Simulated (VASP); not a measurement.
Co: electric field gradients with PBEsol

Crystal: Co.

```
Co
1.0
     2.50740    0.00000    0.00000
    -1.25370    2.17147    0.00000
     0.00000    0.00000    4.06990
Co
2
Cartesian
  0.0000 1.4476 1.0175
  1.2537 0.7238 3.0524
```

```yaml
Program: VASP 6.6.1
Task: electric field gradients
Functional: PBEsol
Potentials_or_basis: VASP PAW PBE potentials, release 64 (Co)
Cutoff: 520 eV
k_mesh: 5 × 5 × 3
Occupations: fermi-dirac, width 0.05 eV
Spin: collinear spin, ferromagnetic start
Starting_moments: "[1.5, 1.5] μB"
Further_INCAR_settings: ALGO = Normal; EDIFF = 1e-07
```

The pressure is -12.1 GPa. The band gap on the k mesh is none (metal or under the smearing width). The net moment is 3.57 μB per cell, the site moments are Co +1.78 μB and the valence electrons inside the program's atomic spheres are Co 8.23.

Stress tensor (GPa, compression positive):
```
-10.01   0.00   0.00
  0.00 -10.01   0.00
  0.00   0.00 -16.22
```

Levels at points of the mesh, in eV from the Fermi level:
Spin up:
```csv
k point,band 8,band 9,band 10,band 11,band 12,band 13,band 14,band 15
"(0.00, 0.00, 0.00)",-1.94,-1.94,-0.89,-0.89,-0.19,6.07,21.76,24.14
```
Spin down:
| k point | band 5 | band 6 | band 7 | band 8 | band 9 | band 10 |
| --- | --- | --- | --- | --- | --- | --- |
| (0.00, 0.00, 0.00) | -0.80 | -0.45 | -0.45 | -0.08 | -0.07 | -0.07 |

Electric field gradients, principal values (V/Å²):
| atom | Vxx | Vyy | Vzz |
| --- | --- | --- | --- |
| 1 Co | -5.720 | -5.722 | 11.441 |
| 2 Co | -5.720 | -5.722 | 11.441 |

Wall time 6.6 s on 1 thread of Intel(R) Xeon(R) 6975P-C (Granite Rapids), with other jobs on the host, peak memory 0.14 GiB.

Caveat: the k mesh is coarse (spacing up to 0.58 Å⁻¹), so the values aren't converged; the PAW data sets were made with another functional, which shifts forces and pressure a little.
